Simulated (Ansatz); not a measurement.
# BAs: the cost of one run

Computed with Ansatz 0.2.0 (DFT PBEsol, scalar-relativistic, plane waves, PAW, unless a step's input says otherwise).

2 further runs of the same task are left out: 2 set aside as unsound or not needed.

### Step 1. The system as given

Symmetry: F-43m, No. 216, cubic system. The conventional cell has a = 4.768 Å, b = 4.768 Å, c = 4.768 Å, α = 90.00°, β = 90.00°, γ = 90.00°. Around B (site symmetry -43m) lie 4 As at 2.06 Å. As (site symmetry -43m) has 4 B at 2.06 Å as nearest neighbours.

Structure file:

```
B As
1.0
     0.00000    2.38394    2.38394
     2.38394    0.00000    2.38394
     2.38394    2.38394    0.00000
B As
1 1
Direct
  0.00000 0.00000 0.00000
  0.75000 0.75000 0.75000
```

It is the result of an earlier relaxation at this level (volume 13.55 Å³/atom; gap on the mesh: 1.08 eV).

### Step 2. The cell under 12 GPa

At a set pressure the run lowers the enthalpy E + PV, so the energy alone may rise along the way.

input.yaml

```yaml
crystal:
  lattice:
    - [0.0, 2.3839379012, 2.3839379012]
    - [2.3839379012, 0.0, 2.3839379012]
    - [2.3839379012, 2.3839379012, 0.0]
  atoms:
    - { symbol: B, position: [0.0, 0.0, 0.0] }
    - { symbol: As, position: [0.75, 0.75, 0.75] }
basis:
  ecutwfc: 420
kpoints:
  mp_grid: { grid: [10, 10, 10] }
hamiltonian:
  xc: pbesol
scf:
  occupations: { method: fixed }
output:
  forces: true
  stress: true
  eigenvalues: true
relax:
  adjacent_minimum: "off"
  f_tol: 0.001
  max_steps: 60
  cell: { stress_tol: 0.02, p_target: 12.0 }
```

Command:

```sh
$ ansatz run input.yaml --threads 1 --pin off --max-ram 3072MiB --backend cpu --events-out ev --progress --plain --runs-dir out
```

**Question.** How long does this run take on 1 thread of AMD EPYC 7R43 (Zen 3), shared host, and how much memory does it need?

About 9.1 s, with a peak of 0.36 GiB.
